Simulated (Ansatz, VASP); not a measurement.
## One calculation of BeTe, two programs

Contents of INCAR:

```
SYSTEM = BeTe
PREC     = Accurate       ! precision mode
ENCUT    = 520            ! plane-wave cutoff, eV
EDIFF    = 1E-6           ! SCF threshold, eV
ISMEAR   = 0              ! smearing method
SIGMA    = 0.05           ! smearing width, eV
LREAL    = .False.        ! projectors in reciprocal space
LASPH    = .True.         ! aspherical terms in the spheres
NELM     = 100            ! most SCF steps
ALGO     = Normal         ! electronic algorithm
ISIF     = 2              ! what is computed and relaxed
LWAVE    = .False.        ! write WAVECAR
LCHARG   = .False.        ! write CHGCAR
GGA      = CA             ! functional
NBANDS   = 11             ! bands
```

Contents of KPOINTS:

```
Automatic mesh
0
Gamma
  8 8 8
  0 0 0
```

File POSCAR:

```
BeTe
1.0
    0.0000000000      2.9916000000      2.5484000000
    2.9916000000      0.0000000000      2.5484000000
    2.9916000000      2.9916000000      0.0000000000
Be Te
1 1
Direct
    0.0000000000      0.0000000000      0.0000000000
    0.7500000000      0.7500000000      0.7500000000
```

Input for Ansatz:

```yaml
crystal:
  lattice:
    - [0.0, 2.9916, 2.5484]
    - [2.9916, 0.0, 2.5484]
    - [2.9916, 2.9916, 0.0]
  atoms:
    - { symbol: Be, position: [0.0, 0.0, 0.0] }
    - { symbol: Te, position: [0.75, 0.75, 0.75] }
basis:
  ecutwfc: 420
kpoints:
  mp_grid: { grid: [8, 8, 8] }
hamiltonian:
  xc: lda
scf:
  occupations: { method: gaussian, width: 0.05 }
  convergence: { dr2_threshold: 1.0e-06 }
output:
  forces: true
  eigenvalues: true
  stress: true
```

Alike in both runs: task single point; functional LDA; k mesh 8 × 8 × 8; occupations gaussian, width 0.05 eV; no spin polarisation.

```csv
,VASP,Ansatz
version,VASP 6.6.1,Ansatz 0.2.0
potentials or method,"VASP PAW LDA potentials, release 64 (Be, Te)","scalar-relativistic, plane waves, PAW"
plane-wave cutoff (eV),520,420
valence electrons in the cell,8,18
```

|  | VASP | Ansatz | Ansatz less VASP |
| --- | --- | --- | --- |
| gap on the k mesh at the Fermi level (eV) | 0.96 | 0.98 | +0.020 |
| pressure (GPa) | -3.5 | -3.7 | -0.21 |
| largest component of the traceless stress (GPa) | 4.73 | 4.75 | +0.017 |

The two sets of potentials don't hold the same shells in valence. Ansatz warned: «force_scf_threshold_loose».

Caveats: spin-orbit coupling is left out, which moves the levels of the heavy elements. A k mesh can miss the band edges.
